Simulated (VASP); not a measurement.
# Ru (P6_3/mmc) in VASP: further runs

Runs on Ru. Level: LDA. Tasks: relaxation of cell and atoms.

All numbers are computed with VASP 6.6.1; they aren't measurements. Logs are shortened: lines on timing, memory, paths and dates and some standing lists are left out, and cuts for length are marked.

## Step 1: The crystal as given

Symmetry: P6_3/mmc, No. 194, hexagonal system. The conventional cell has a = 2.706 Å, b = 2.706 Å, c = 4.282 Å, α = 90.00°, β = 90.00°, γ = 120.00°. Ru (site symmetry -6m2) has 12 Ru at 2.65 to 2.71 Å as nearest neighbours.

## Step 2: Relaxation of cell and atoms, LDA

Input file INCAR:

```
ALGO = Normal
EDIFF = 1E-6
EDIFFG = -0.01
ENCUT = 600
GGA = CA
IBRION = 2
ISIF = 3
ISMEAR = 1
KPAR = 2
LASPH = True
LCHARG = False
LREAL = False
LWAVE = False
NELM = 80
NSW = 90
PREC = Accurate
SIGMA = 0.1
```

Input file KPOINTS:

```
k-points
0
Gamma
  15 15 9
```

Input file POSCAR:

```
Ru
1.0
    2.7058000000      0.0000000000      0.0000000000
   -1.3529000000      2.3432915376      0.0000000000
    0.0000000000      0.0000000000      4.2819000000
Ru
2
Direct
    0.3333333333      0.6666666667      0.2500000000
    0.6666666667      0.3333333333      0.7500000000
```

Potentials or basis: VASP PAW LDA potentials, release 64 (Ru_pv).

On the command line:

```bash
> cat potpaw_LDA.64/Ru_pv/POTCAR > POTCAR
> mpirun -np 2 vasp_std > vasp.out
```

OUTCAR:

```text
EDIFF = 1E-6
   EDIFFG = -0.01
   ENCUT = 600
   GGA = CA
   IBRION = 2
   ISIF = 3
   ISMEAR = 1
   LASPH = True
   LREAL = False
   NELM = 80
   NSW = 90
   PREC = Accurate

 ion  position               nearest neighbor table
   1  0.333  0.667  0.250-   2 2.65   2 2.65   2 2.65   2 2.65   2 2.65   2 2.65
   2  0.667  0.333  0.750-   1 2.65   1 2.65   1 2.65   1 2.65   1 2.65   1 2.65

  LATTYP: Found a hexagonal cell.
 ALAT       =     2.7058000000
 C/A-ratio  =     1.5824894671

  Lattice vectors:

 A1 = (   2.7058000000,   0.0000000000,   0.0000000000)
 A2 = (  -1.3529000000,   2.3432915376,   0.0000000000)
 A3 = (   0.0000000000,   0.0000000000,   4.2819000000)

Analysis of symmetry for initial positions (statically):
=====================================================================
 Subroutine PRICEL returns:
 Original cell was already a primitive cell.

 Routine SETGRP: Setting up the symmetry group for a
 hexagonal supercell.

 Subroutine GETGRP returns: Found 24 space group operations
 (whereof 12 operations were pure point group operations)
 out of a pool of 24 trial point group operations.

The static configuration has the point symmetry D_3d.
 The point group associated with its full space group is D_6h.

Analysis of symmetry for dynamics (positions and initial velocities):
=====================================================================
 Subroutine PRICEL returns:
 Original cell was already a primitive cell.

 Routine SETGRP: Setting up the symmetry group for a
 hexagonal supercell.

 Subroutine GETGRP returns: Found 24 space group operations
 (whereof 12 operations were pure point group operations)
 out of a pool of 24 trial point group operations.

The dynamic configuration has the point symmetry D_3d.
 The point group associated with its full space group is D_6h.

 Subroutine INISYM returns: Found 24 space group operations
 (whereof 12 operations are pure point group operations),
 and found     1 'primitive' translations

----------------------------------------------------------------------------------------

                                     Primitive cell

  volume of cell :      27.1493

  direct lattice vectors                    reciprocal lattice vectors
     2.705800000  0.000000000  0.000000000     0.369576465  0.213375072  0.000000000
    -1.352900000  2.343291538  0.000000000     0.000000000  0.426750144  0.000000000
     0.000000000  0.000000000  4.281900000     0.000000000  0.000000000  0.233541185

  length of vectors
     2.705800000  2.705800000  4.281900000     0.426750144  0.426750144  0.233541185

  position of ions in fractional coordinates (direct lattice)
     0.333333333  0.666666667  0.250000000
     0.666666667  0.333333333  0.750000000

  ion indices of the primitive-cell ions
   primitive index   ion index
                 1           1
                 2           2

----------------------------------------------------------------------------------------

 KPOINTS: k-points

Automatic generation of k-mesh.
 Grid dimensions read from file:
 generate k-points for:   15   15    9

 Generating k-lattice:

  Cartesian coordinates                     Fractional coordinates (reciprocal lattice)
     0.024638431  0.014225005  0.000000000     0.066666667  0.000000000  0.000000000
     0.000000000  0.028450010  0.000000000     0.000000000  0.066666667  0.000000000
     0.000000000  0.000000000  0.025949021     0.000000000  0.000000000  0.111111111

  Length of vectors
     0.028450010  0.028450010  0.025949021

  Shift w.r.t. Gamma in fractional coordinates (k-lattice)
     0.000000000  0.000000000  0.000000000

 Subroutine IBZKPT returns following result:
 ===========================================

 Found    135 irreducible k-points:

 Following reciprocal coordinates:
            Coordinates               Weight
  0.000000  0.000000  0.000000      1.000000
  0.066667  0.000000  0.000000      6.000000
  0.133333  0.000000  0.000000      6.000000
  0.200000  0.000000  0.000000      6.000000
  0.266667  0.000000  0.000000      6.000000
  0.333333  0.000000  0.000000      6.000000
[... 16 lines left out ...]
  0.333333  0.200000  0.000000     12.000000
  0.400000  0.200000  0.000000      6.000000
 [... further k-points ...]
   k-points           NKPTS =    135   k-points in BZ     NKDIM =    135   number of bands    NBANDS=     18
   number of dos      NEDOS =    301   number of ions     NIONS =      2
   total plane-waves  NPLWV =  20736
   dimension x,y,z NGX =    24 NGY =   24 NGZ =   36
   dimension x,y,z NGXF=    48 NGYF=   48 NGZF=   72
   ions per type =               2
   NGX,Y,Z   is equivalent  to a cutoff of  14.75, 14.75, 13.98 a.u.
   NGXF,Y,Z  is equivalent  to a cutoff of  29.49, 29.49, 27.95 a.u.
 SYSTEM =  unknown system
   PREC   = accura    normal or accurate (medium, high low for compatibility)
   ISTART =      0    job   : 0-new  1-cont  2-samecut
   ICHARG =      2    charge: 1-file 2-atom 10-const
   ISPIN  =      1    spin polarized calculation?
   LNONCOLLINEAR =      F non collinear calculations
   LSORBIT =      F    spin-orbit coupling
   LASPH  =      T    aspherical Exc in radial PAW
   ENCUT  =  600.0 eV  44.10 Ry    6.64 a.u.   5.40  5.40  8.55*2*pi/ulx,y,z
   NELM   =     80;   NELMIN=  2; NELMDL= -5     # of ELM steps
   EDIFF  = 0.1E-05   stopping-criterion for ELM
   LREAL  =      F    real-space projection
   EDIFFG = -.1E-01   stopping-criterion for IOM
   NSW    =     90    number of steps for IOM
   IBRION =      2    ionic relax: 0-MD 1-quasi-New 2-CG
   NFREE  =      1    steps in history (QN), initial steepest desc. (CG)
   ISIF   =      3    stress and relaxation
   ISYM   =      2    0-nonsym 1-usesym 2-fastsym
   POTIM  = 0.5000    time-step for ionic-motion
   TEBEG  =    0.0;   TEEND  =   0.0 temperature during run
   PSTRESS=    0.0 pullay stress
   NELECT =      28.0000    total number of electrons
   NUPDOWN=      -1.0000    fix difference up-down
   EMIN   =  10.00;   EMAX   =-10.00  energy-range for DOS
   EFERMI =   0.00;   METHOD = LEGACY
   ISMEAR =     1;   SIGMA  =   0.10  broadening in eV -4-tet -1-fermi 0-gaus
   EFERMI_NEDOS =   21; number of points for ismear=-14 and -15
   IALGO  =     38    algorithm
   IMIX   =      4    mixing-type and parameters
     AMIX     =   0.40;   BMIX     =  1.00
     AMIX_MAG =   1.60;   BMIX_MAG =  1.00
  volume/ion in A,a.u.               =      13.57        91.61
  Fermi-wavevector in a.u.,A,eV,Ry     =   1.654022  3.125649 37.222674  2.735789
  Thomas-Fermi vector in A             =   2.742361
   LORBIT       =      0    0 simple, 1 ext, 2 COOP (PROOUT), +10 PAW based schemes
   GGA     = CA    functional components
   LHFCALC =     F    Hartree Fock is set to
   AEXX    =    0.0000 exact exchange contribution
   IVDW    =     0    specifies the selected vdW correction
   LEPSILON=     F    determine dielectric tensor
   LRPA    =     F    only Hartree local field effects (RPA)
 conjugate gradient relaxation of ions
 non-spin polarized calculation
 Methfessel and Paxton  Order N= 1 SIGMA  =   0.10
  energy-cutoff  :      600.00
  volume of cell :       27.15
 maximum number of plane-waves:       935
 NGX is ok and might be reduce to    24
   NGX = 11   NGY = 11   NGZ = 17

--------------------------------------- Ionic step        1  -------------------------------------------

 number of electron      28.0000002 magnetization

 Free energy of the ion-electron system (eV)
  ---------------------------------------------------
  ext. energy  EPLUGINS =         0.00000000
  ---------------------------------------------------
  free energy    TOTEN  =       -21.36172773 eV

  energy without entropy =      -21.36035049  energy(sigma->0) =      -21.36126865

------------------------ aborting loop because EDIFF is reached ----------------------------------------

  FORCE on cell =-STRESS in cart. coord.  units (eV):
  Direction    XX          YY          ZZ          XY          YZ          ZX
  --------------------------------------------------------------------------------------
  -------------------------------------------------------------------------------------
  Total       -1.9444267     -1.9444267     -2.0343532      0.0000000      0.0000000      0.0000000
  in kB     -114.7476029   -114.7476029   -120.0544910      0.0000000      0.0000000      0.0000000
  external PRESSURE =    -116.5165656 kB  Pullay stress =       0.0000000 kB
[... 201 lines left out ...]
  energy  without entropy=      -21.3945475368  energy(sigma->0) =      -21.39543696

--------------------------------------- Ionic step        7  -------------------------------------------

 number of electron      27.9999993 magnetization

 Free energy of the ion-electron system (eV)
  ---------------------------------------------------
  ext. energy  EPLUGINS =         0.00000000
  ---------------------------------------------------
  free energy    TOTEN  =       -21.39593244 eV

  energy without entropy =      -21.39451969  energy(sigma->0) =      -21.39546152

 E-fermi :  13.3092     XC(G=0): -14.5916

 val. band max:       13.3051268656   @ k =   0.2667   0.0000   0.3333
 cond. band min:      13.3390636839   @ k =   0.4667   0.0667   0.3333
 fundamental gap:      0.0339368183
 Fermi energy:        13.3091764623

 k-point     1 :       0.0000    0.0000    0.0000
  band No.  band energies     occupation
      1     -30.2666      2.00000
      2     -29.2100      2.00000
      3     -29.2100      2.00000
      4     -29.0182      2.00000
      5     -29.0182      2.00000
      6     -28.9672      2.00000
[... 10 lines left out ...]
     17      14.5876     -0.00000
     18      14.6668     -0.00000
[... 466 lines left out ...]
      2     -29.7635      2.00000
      3     -29.6306      2.00000
      4     -29.6246      2.00000
      5     -29.3690      2.00000
      6     -29.3464      2.00000
[... 10 lines left out ...]
     17      18.9027      0.00000
     18      20.3890      0.00000

 [... further k-points ...]
[... 5 lines left out ...]
  --------------------------------------------------------------------------------------
  -------------------------------------------------------------------------------------
  Total       -0.0196224     -0.0196224      0.0060063     -0.0000000      0.0000000      0.0000000
  in kB       -1.1979594     -1.1979594      0.3666873     -0.0000000      0.0000000      0.0000000
  external PRESSURE =      -0.6764105 kB  Pullay stress =       0.0000000 kB
[... 17 lines left out ...]
  FREE ENERGIE OF THE ION-ELECTRON SYSTEM (eV)
  ---------------------------------------------------
  free  energy   TOTEN  =       -21.3959324390 eV

  energy  without entropy=      -21.3945196864  energy(sigma->0) =      -21.39546152

 reached required accuracy - stopping structural energy minimisation
```

Wall time 1.7 min (2 MPI ranks of Intel Xeon Platinum 8488C (Sapphire Rapids), shared host); peak memory 0.18 GiB.

What came out:

```
Free energy                            : -21.3959 eV
Relaxed volume                         : 13.12 Å³/atom
Relaxed cell                           : a = 2.675 Å, b = 2.675 Å, c = 4.234 Å, α = 90.00°, β = 90.00°, γ = 120.00°
Space group after relaxing (to 0.05 Å) : P6_3/mmc (No. 194)
Energy gained by relaxing              : 17.1 meV/atom
Ionic steps                            : 7
Pressure after relaxing                : -0.1 GPa
Band gap on the k mesh                 : none (metal or under the smearing width)
```

Stress tensor (GPa, compression positive):
```
-0.12  0.00  0.00
 0.00 -0.12  0.00
 0.00  0.00  0.04
```

Step by step:
```csv
step,energy change (eV),largest force (eV/Å),pressure (GPa),volume (Å³)
1,0.0000,0.0000,-11.65,27.15
2,0.3880,0.0000,54.06,23.45
3,-0.0341,0.0000,-0.58,26.28
4,-0.0342,0.0000,-0.09,26.24
5,-0.0342,0.0000,0.16,26.23
6,-0.0342,0.0000,-0.44,26.27
7,-0.0342,0.0000,-0.07,26.24
```

Final structure:
```cif
data_structure
_symmetry_space_group_name_H-M 'P 1'
_symmetry_Int_Tables_number 1
_cell_length_a 2.6752
_cell_length_b 2.6752
_cell_length_c 4.2342
_cell_angle_alpha 90.000
_cell_angle_beta 90.000
_cell_angle_gamma 120.000
_cell_volume 26.24
loop_
_atom_site_label
_atom_site_type_symbol
_atom_site_fract_x
_atom_site_fract_y
_atom_site_fract_z
_atom_site_occupancy
Ru1 Ru 0.33333 0.66667 0.25000 1
Ru2 Ru 0.66667 0.33333 0.75000 1
```

LDA usually gives volumes a few per cent too small. Zero-point motion and thermal expansion aren't in these numbers.

[end of part 1 of 3]
